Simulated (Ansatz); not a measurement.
Level of theory: DFT PBE, scalar-relativistic, plane waves, PAW in Ansatz. Settings: cutoff 420 eV, Γ-centred meshes spaced at most about 0.3 Å⁻¹, and about 0.25 Å⁻¹ or finer for metals (2π included), Gaussian smearing. No spin polarisation.

All energies are static (0 K, no zero-point motion).

Compare these two cells of Si4O, each relaxed at this level.

A.

```
CELL_PARAMETERS angstrom
-2.00138 2.00138 4.71675
2.00138 -2.00138 4.71675
2.00138 2.00138 -4.71675
ATOMIC_POSITIONS crystal
Si 0.65734 0.65734 0.00000
Si 0.50000 0.00000 0.50000
Si 0.00000 0.50000 0.50000
Si 0.34265 0.34265 0.00000
O 0.00000 0.00000 0.00000
```

B.

```
CELL_PARAMETERS angstrom
2.69644 0.00000 0.00000
-1.34822 2.33518 0.00000
0.00000 0.00000 10.30680
ATOMIC_POSITIONS crystal
Si 0.33333 0.66667 0.84898
Si 0.33333 0.66667 0.39279
Si 0.66667 0.33333 0.15102
Si 0.66667 0.33333 0.60721
O 0.00000 0.00000 0.00000
```

**Question.** Which form is favoured at zero pressure, and by what margin per atom?

**Answer.** A is lower, by 130 meV/atom. A has space group I4/mmm (No. 139), 15.1 Å³/atom and no gap on its mesh; B has space group P-3m1 (No. 164), 13.0 Å³/atom and no gap. Counting Si atoms around O (those within 1.25 times the shortest such distance or 1.15 times the sum of covalent radii, 1.27 where that leaves under three; the shortest distance is added where it exceeds 1.18 times the sum of covalent radii), A has O 4 and B has O 6 from 2.2 Å. A holds Si–Si nets (shortest 2.49 Å); in B the shortest Si–Si distance is 2.70 Å, near bonding range too. In A, Si on a site of symmetry 4mm has 4 Si at 2.49 Å; Si on a site of symmetry mmm has 2 O at 2.00 Å and 4 Si at 2.49 Å; O is surrounded by 4 Si at 2.00 Å. In B, around Si on its first site lie 3 O at 2.20 Å, 6 Si at 2.70 Å and 3 Si at 2.94 Å; Si on its second site is surrounded by 9 Si at 2.70 Å and 3 Si at 2.94 Å; O is surrounded by 6 Si at 2.20 Å and 6 O at 2.70 Å. Both come from invented guesses.

No dispersion correction is applied, so the spacing and binding between layers, chains or molecules are poorly described (I4/mmm, P-3m1), and this can change margins and order among such cells. Cells relaxed within their symmetry can be saddle points.
